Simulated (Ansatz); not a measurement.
# How Rh stores the work of compression

Method: Ansatz 0.2.0, DFT r2SCAN, scalar-relativistic, plane waves, PAW. (500 eV cutoff, 18×18×6 k-mesh, Gaussian smearing of 0.10 eV, no spin polarisation)

The relaxed crystal:

```
CELL_PARAMETERS angstrom
2.68885 0.00000 0.00000
-1.34442 2.32861 0.00000
0.00000 0.00000 8.77740
ATOMIC_POSITIONS crystal
Rh 0.00000 0.00000 0.00000
Rh 0.33333 0.66667 0.25000
Rh 0.00000 0.00000 0.50000
Rh 0.66667 0.33333 0.75000
```

Cell and atoms were relaxed at each target pressure within the start's symmetry (P6_3/mmc), at zero temperature; other phases can be more stable under pressure. H = E + PV with P the target; E is the free energy at the smearing used, whose derivative the pressure is, per atom and counted from zero pressure.

| P (GPa) | V (Å³/atom) | E − E0 (meV) | H − H0 (meV) |
| --- | --- | --- | --- |
| 0 | 13.739 | 0.0 | 0.0 |
| 3 | 13.596 | 1.3 | 255.9 |
| 8 | 13.379 | 8.8 | 676.8 |
| 15 | 13.105 | 28.3 | 1255.2 |
| 30 | 12.611 | 96.8 | 2458.1 |
| 60 | 11.863 | 302.9 | 4745.5 |

Task: Thermodynamics gives dH/dP = V along a relaxed path. Integrate V over P by the trapezoid rule and compare with the computed enthalpies.

Result: With 1 eV/Å³ = 160.22 GPa, each step adds the mean volume times ΔP / 160.22:
```csv
P (GPa),∫V dP (meV),H − H0 (meV),difference (meV)
3,255.9,255.9,0.0
8,676.8,676.8,0.1
15,1255.4,1255.2,0.2
30,2459.2,2458.1,1.0
60,4750.4,4745.5,5.0
```

V(P) curves upward, so the trapezoid rule runs high; integrating a smooth curve through the same points (P as a polynomial of degree 4 in ln V) puts that excess at about 5.0 meV at 60 GPa, against the 5.0 meV found.

Task: At 60 GPa, how much of the enthalpy change is stored energy and how much is the PV term?

Result: E rises by 303 meV/atom and PV is 60 × 11.863 / 160.22 = 4443 meV/atom, so PV makes 94 % of ΔH. So between rival structures at high pressure a small difference in volume can outweigh the difference in energy: 1 % of this volume is worth 44.4 meV/atom at this pressure.

Task: What bulk modulus do the lowest pressures give?

Result: From the pressures that the runs reached, -3.00 GPa (13.891 Å³) and 3.01 GPa (13.596 Å³), B = −ΔP/Δln V = 6.01 / 0.0214 = 281 GPa, a mean over that range.

This form isn't the element's structure at ambient conditions.

Rhodium resists compression strongly, so little energy is stored in the crystal: even at 60 GPa, E rises by only 303 meV/atom. The much larger PV term is not elastic energy in the metal but the cost of holding its volume against the surroundings. It grows almost linearly with pressure, whereas the stored energy starts out quadratic, so the stored share of ΔH increases at every step.

The stiffness comes from the partly filled 4d band, whose occupied states are largely bonding. Squeezing the lattice broadens this band, but the rising kinetic energy of the electrons and the repulsion between overlapping shells outweigh the gain, and each further GPa removes less volume.

The stacking keeps the twelve-fold close packing of the familiar fcc metal, so the compressibility probably carries over to fcc largely unchanged. The volume difference between the two should also be small, which would weaken the PV leverage in that particular comparison. The agreement between integrated and computed enthalpies shows that energies and pressures are mutually consistent, not that the equation of state is accurate.
